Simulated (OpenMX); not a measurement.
Crystal: N.

```
N
1.0
     4.16723    0.00000    0.00000
    -2.08362    3.60893    0.00000
     0.00000    0.00000    7.00600
N
4
Direct
  0.66667 0.33333 0.67107
  0.66667 0.33333 0.82893
  0.33333 0.66667 0.17107
  0.33333 0.66667 0.32893
```

```yaml
Program: OpenMX 3.8.5
Task: single point
Functional: PBE
Potentials_or_basis: OpenMX 2013 PBE set, N6.0-s2p2d1, grid cutoff 400 Ry
k_mesh: 7 × 7 × 5
Occupations: fermi-dirac, width 0.05 eV
Spin: no spin polarisation
```

On this cell: pressure 2.0 GPa; largest force 1.813 eV/Å; band gap on the k mesh 7.15 eV, indirect (least direct gap 7.42 eV).

The same run follows on a disturbed copy (atoms moved at random, drawn with an rms of 0.05 Å):

```xyz
4
Lattice="4.1672 0.0000 0.0000 -2.0836 3.6089 0.0000 0.0000 0.0000 7.0060" Properties=species:S:1:pos:R:3 pbc="T T T"
N     2.0711    1.1866    4.6691
N     2.1101    1.1852    5.7935
N     0.0200    2.4218    1.1863
N     0.0164    2.3328    2.2964
```

Question: What does the disturbed cell give?

Answer: The energy moves by -4.8 meV/atom; pressure -0.1 GPa; largest force 0.862 eV/Å; band gap on the k mesh 6.98 eV, indirect (least direct gap 7.25 eV).

Forces on the atoms (eV/Å):
```
N    0.024 -0.019  0.861
N   -0.017 -0.004 -0.859
N    0.018  0.064 -0.692
N   -0.021 -0.045  0.678
```

Caveats: an odd mesh through Γ misses points on the zone boundary, where band edges often lie; the basis of atomic orbitals isn't converged, which shifts pressures, moduli and gaps; forces of over 1 eV/Å show positions far from the minimum, so gaps and moduli don't describe the material at rest (some runs).
